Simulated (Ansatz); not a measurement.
## SiNi: single run (Ansatz)

Launch command:

```bash
ansatz run input.yaml --threads 1 --pin off --max-ram 2560MiB --backend cpu --events-out ev --progress --plain --runs-dir out
```

Input:

```yaml
crystal:
  lattice:
    - [3.483989, 0.0, 0.0]
    - [-1.741994, 3.017226, 0.0]
    - [0.0, 0.0, 4.545254]
  atoms:
    - { symbol: Ni, position: [0.0, 0.0, 0.0] }
    - { symbol: Ni, position: [0.0, 0.0, 0.5] }
    - { symbol: Si, position: [0.3333, 0.6667, 0.25] }
    - { symbol: Si, position: [0.6666, 0.3333, 0.75] }
  symmetry: { tolerance: 0.0003 }
kpoints:
  mp_grid: { grid: [6, 6, 4], shift: [0.5, 0.5, 0.5] }
magnetization:
  spin_polarized: false
scf:
  occupations: { method: fermi_dirac, width: 0.0198 }
hamiltonian:
  pseudopotentials: { kind: paw }
  xc: r2scan
basis:
  ecutwfc: 500
output:
  forces: true
  stress: true
  eigenvalues: true
```

Origin of the cell: a known structure type with other elements, at an estimated volume, so it need not be a known compound.

Output (shortened):

```
Warning: the atoms were moved onto the symmetric positions of the space group found under crystal.symmetry.tolerance 3.0e-4 (fractional; no operation is sought that the atoms, as they stand i […]
Warning: crystal.symmetry: narrowed to the stabiliser of the k-point mesh — unitary ops 24 → 8; excluded 16 operations that carry a point of the 6×6×4 mesh (shift [0.5, 0.5, 0.5]) off the mes […]
Pseudopotentials: kind: paw
Pseudopotential: Ni, paw, valence charge 18, recommended cutoff 500 eV (meta_gga), Ni.paw.azcp
Pseudopotential: Si, paw, valence charge 4, recommended cutoff 500 eV (meta_gga), Si.paw.azcp
Functional definition: r2SCAN
  exchange = r2scan_x(k0 = k0, k1 = k1, a1 = a1)
  correlation = r2scan_c
Crystal: 4 atoms, lattice volume = 47.780 Å³
Basis set: ecut = 500 eV, 1229 PW (Γ), exchange–correlation on 108×108×144 points (64 copies of the dense FFT grid, shifted against one another)
Bands: 27, of which v1, the nominal top of the filled ones, is band 22 counted from 1 (21 counted from 0)
[… 8 lines left out …]
Initial density: superposition of atomic densities (neutral atoms: chi_scale 0, normalization atom), corrected by the library's trained network
Functional: x = r2scan, c = r2scan; τ floored in thin density (d = 2e-4 eV/Å³)
SCF iter   1: F=—  HF=-12969.984715 eV  Δρ=2.90e-2  dr2=3.39e-1  dr2_τ=1.29e-1
SCF iter   2: F=—  HF=-12970.127780 eV  Δρ=2.71e-2  dr2=1.84e-1  dr2_τ=2.06e-3  defer=13
SCF iter   3: F=—  HF=-12970.095007 eV  Δρ=6.37e-3  dr2=2.12e-2  dr2_τ=2.73e-5  defer=13
SCF iter   4: F=—  HF=-12970.091684 eV  Δρ=1.98e-3  dr2=9.10e-4  dr2_τ=9.85e-6  defer=13
SCF iter   5: F=—  HF=-12970.091893 eV  Δρ=1.29e-3  dr2=4.45e-4  dr2_τ=7.90e-6  defer=13
SCF iter   6: F=—  HF=-12970.091871 eV  Δρ=5.69e-4  dr2=9.05e-5  dr2_τ=5.86e-7  defer=13
SCF iter   7: F=—  HF=-12970.091871 eV  Δρ=2.35e-4  dr2=1.38e-5  dr2_τ=1.74e-7  defer=13
SCF iter   8: F=—  HF=-12970.091872 eV  Δρ=5.49e-5  dr2=9.39e-7  dr2_τ=2.12e-8  defer=13
SCF iter   9: F=—  HF=-12970.091872 eV  Δρ=1.95e-5  dr2=1.08e-7  dr2_τ=1.41e-9  defer=13
SCF iter  10: F=-12970.091872 eV  HF=-12970.091872 eV  Δρ=2.66e-6  dr2=2.50e-9  dr2_τ=1.13e-11
SCF 1 converged in 10 iterations: F = -12970.091872 eV  dr2 = 2.50e-9
SCF converged after 10 iterations
Free energy (F): -12970.091872 eV
Harris-Foulkes:  -12970.091872 eV  (|F-HF|=1.54e-9)
Internal energy: -12970.089153 eV  (E = F + TS)
E sigma→0 (E₀):  -12970.090513 eV
Entropy (-TS):   -0.002719 eV (-0.680 meV/atom)
Fermi energy:    14.503011 eV
--- Per-component energies (eV) ---
  E_band       = -701.038862
  E_kinetic    = 658.893625
  E_local      = -9092.862864  (includes V_loc(G=0)·N_el)
  E_nonlocal   = 1321.986587
  E_hartree    = 3925.772397
  E_xc         = -267.109367
  E_vxc        = -344.785066  (∫ρ·V_xc dr)
  E_paw        = -4323.048428  (= ΣΔE_a)
  E_vpaw       = -1118.741349  (= ΣTr[D̂ρ^β])
  E_aug_tail   = 0.000497  (compensation charges beyond the density's cutoff)
  E_vtau       = 22.931066  (kinetic-family band-sum trace: ∫τ·v_τ [+ j·A + Jᵃ·Aᵃ] dr)
  E_ewald      = -5192.968595
  E_core_change = -0.753003  (= ΣΔE_core)
  E_smearing   = -0.002719  (= −TS)
  Σ components = -12970.091872   (vs F -12970.091872, Δ=0.00e0)
--- Forces (eV/Å), atoms counted from 1 ---
  atom   1  Ni     0.000000    -0.000000     0.000000
  atom   2  Ni     0.000000    -0.000000     0.000000
  atom   3  Si    -0.068730     0.039681     0.000000
  atom   4  Si     0.068730    -0.039681     0.000000
  max |Σ_I F_I| component: 0.0 eV/Å
--- Stress (GPa, compression-positive) ---
        6.179955      -0.327131       0.000000
       -0.327131       5.802217       0.000000
        0.000000       0.000000      19.593903
  P = ⅓ Tr σ = 10.5254 GPa (105.254 kbar)
```

Caveats: no spin polarisation, so a magnetic state may lie lower; the k mesh is coarse if the cell is a metal; the k mesh keeps only part of the crystal's symmetry.

The run took 7 s on 1 thread of Arm Neoverse V1 (shared host), peak memory 0.44 GiB, from the program's own first density.
